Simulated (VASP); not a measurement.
Wanted: the native input for a VASP 6.6.1 run.

```yaml
Task: single point
Functional: PBEsol
Potentials_or_basis: VASP PAW PBE potentials, release 64 (Ga_d, As)
Cutoff: 350 eV
k_mesh: 2 × 2 × 2
Occupations: gaussian, width 0.03 eV
Spin: collinear spin, ferromagnetic start
Starting_moments: "[0.0, 0.0, 0.0, 0.0, 0.0, 0.0, 0.0, 0.0, 0.0, 0.0, 0.0, 0.5, 0.5, 0.5, 0.0, 0.0, 0.0, 0.0, 0.0, 0.5, 0.0, 0.0, 0.0] μB"
Dq: -1
Further_INCAR_settings: LREAL = Auto; ALGO = All; EDIFF = 1e-05; ISYM = 0; NELECT = 204.0
```

The structure of Ga11As12 (a cell with a defect) lies in POSCAR:

```
Ga11As12
1.0
    0.0000000000      8.4805500000      8.4805500000
    5.6537000000      0.0000000000      5.6537000000
    5.6537000000      5.6537000000      0.0000000000
Ga As
11 12
Direct
    0.0000000000      0.0000000000      0.5000000000
    0.0000000000      0.5000000000      0.0000000000
    0.0000000000      0.5000000000      0.5000000000
    0.3333330000      0.0000000000      0.0000000000
    0.3333330000      0.0000000000      0.5000000000
    0.3333330000      0.5000000000      0.0000000000
    0.3333330000      0.5000000000      0.5000000000
    0.6666670000      0.0000000000      0.0000000000
    0.6666670000      0.0000000000      0.5000000000
    0.6666670000      0.5000000000      0.0000000000
    0.6666670000      0.5000000000      0.5000000000
    0.0833333333      0.1250000000      0.1250000000
    0.0833333333      0.1250000000      0.6250000000
    0.0833333333      0.6250000000      0.1250000000
    0.0833333333      0.6250000000      0.6250000000
    0.4166663333      0.1250000000      0.1250000000
    0.4166663333      0.1250000000      0.6250000000
    0.4166663333      0.6250000000      0.1250000000
    0.4166663333      0.6250000000      0.6250000000
    0.7500003333      0.1250000000      0.1250000000
    0.7500003333      0.1250000000      0.6250000000
    0.7500003333      0.6250000000      0.1250000000
    0.7500003333      0.6250000000      0.6250000000
```

One way to write it, as run:

INCAR

```
SYSTEM = Ga11As12
  PREC = Accurate
  ENCUT = 350
  EDIFF = 1E-5
  ISMEAR = 0
  SIGMA = 0.03
  LREAL = Auto
  LASPH = .True.
  NELM = 120
  ALGO = All
  ISIF = 2
  LWAVE = .False.
  LCHARG = .False.
  ISPIN = 2
  MAGMOM = 0 0 0 0 0 0 0 0 0 0 0 0.5 0.5 0.5 0 0 0 0 0 0.5 0 0 0
  LORBIT = 11
  GGA = PS
  NELECT = 204.0
  ISYM = 0
  KPAR = 2
```

KPOINTS

```
Automatic mesh
0
Gamma
  2 2 2
  0 0 0
```

Potentials or basis: VASP PAW PBE potentials, release 64 (Ga_d, As).

The run is started by

```bash
$ cat potpaw_PBE.64/Ga_d/POTCAR potpaw_PBE.64/As/POTCAR > POTCAR
$ mpirun -np 4 vasp_std > vasp.out
```

It gave:

```json
{"Largest force": "0.613 eV/Å", "Band gap on the k mesh": "none (metal or under the smearing width)", "Net moment": "0.75 μB per cell", "Site moments": "Ga +0.01, +0.00; As +0.12, +0.10, -0.00, +0.02, +0.00 μB", "Valence electrons inside the program's atomic spheres": "Ga 11.69, 11.70; As 2.77, 2.85, 2.80"}
```

Caveat: the k mesh is coarse (spacing up to 0.48 Å⁻¹), so the values aren't converged; the cell is charged against a uniform background, so pressure and absolute levels hang on convention; the PAW data sets were made with another functional, which shifts forces and pressure a little.

Wall time 5.9 min on 4 MPI ranks on Intel(R) Xeon(R) Platinum 8488C (Sapphire Rapids), on a shared host, peak memory 0.75 GiB a rank.
